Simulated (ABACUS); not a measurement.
Set up this calculation in ABACUS 3.10.1, as the native input.

```yaml
Task: band structure
Functional: AM05
Potentials_or_basis: PseudoDojo NC SR 0.5 PBE standard
Cutoff: 1143 eV
Density_cutoff: 4572 eV
Basis: plane waves
Occupations: fermi-dirac, width 0.05 eV
Spin: collinear spin, ferromagnetic start
Starting_moments: "[2.0] μB"
Radial_cutoff_of_the_potentials_pseudo_rcut: 10 bohr
Threshold_of_the_eigensolver: 1e-07 Ry
Density: read from an earlier self-consistent run
Path: G-H-N-G-P-H, P-N
Points_for_each_segment_of_the_path: 10
SCF_threshold_on_the_density: 1e-08
Max_SCF_steps: 100
Eigensolver: dav
Mixing: broyden
Mixing_share: 0.4
Symmetry_key: -1
```

V:

```
CELL_PARAMETERS angstrom
-1.51435 1.51435 1.51435
1.51435 -1.51435 1.51435
1.51435 1.51435 -1.51435
ATOMIC_POSITIONS crystal
V 0.00000 0.00000 0.00000
```

The input as run:

INPUT

```
INPUT_PARAMETERS
suffix              V
calculation         nscf
basis_type          pw
pseudo_dir          ./
symmetry            -1
dft_functional      GGA_X_AM05+GGA_C_AM05
ecutwfc             84.0
pseudo_rcut         10
nspin               2
nbands              18
ks_solver           dav
smearing_method     fd
smearing_sigma      0.00367493
scf_thr             1e-08
scf_nmax            100
mixing_type         broyden
mixing_beta         0.4
init_chg            file
pw_diag_thr         1e-07
out_band            1
kpar                4
```

STRU

```
ATOMIC_SPECIES
V 50.9415 V.upf

LATTICE_CONSTANT
1.8897261246

LATTICE_VECTORS
-1.5143500000 1.5143500000 1.5143500000
1.5143500000 -1.5143500000 1.5143500000
1.5143500000 1.5143500000 -1.5143500000

ATOMIC_POSITIONS
Direct

V
0.0
1
0.0000000000 0.0000000000 0.0000000000 1 1 1 mag 2
```

KPT

```
K_POINTS
8
Line
0.00000000 0.00000000 0.00000000 10 // G
0.50000000 -0.50000000 0.50000000 10 // H
0.00000000 0.00000000 0.50000000 10 // N
0.00000000 0.00000000 0.00000000 10 // G
0.25000000 0.25000000 0.25000000 10 // P
0.50000000 -0.50000000 0.50000000 1 // H
0.25000000 0.25000000 0.25000000 10 // P
0.00000000 0.00000000 0.50000000 1 // N
```

Potentials or basis: PseudoDojo NC SR 0.5 PBE standard, plane waves.

Launch:

```bash
$ OMP_NUM_THREADS=1 mpirun -np 4 abacus > log
```

Run time: 3.6 s on 4 MPI ranks on Intel(R) Xeon(R) Platinum 8488C (Sapphire Rapids), with other jobs on the host, peak memory 0.36 GiB a rank.
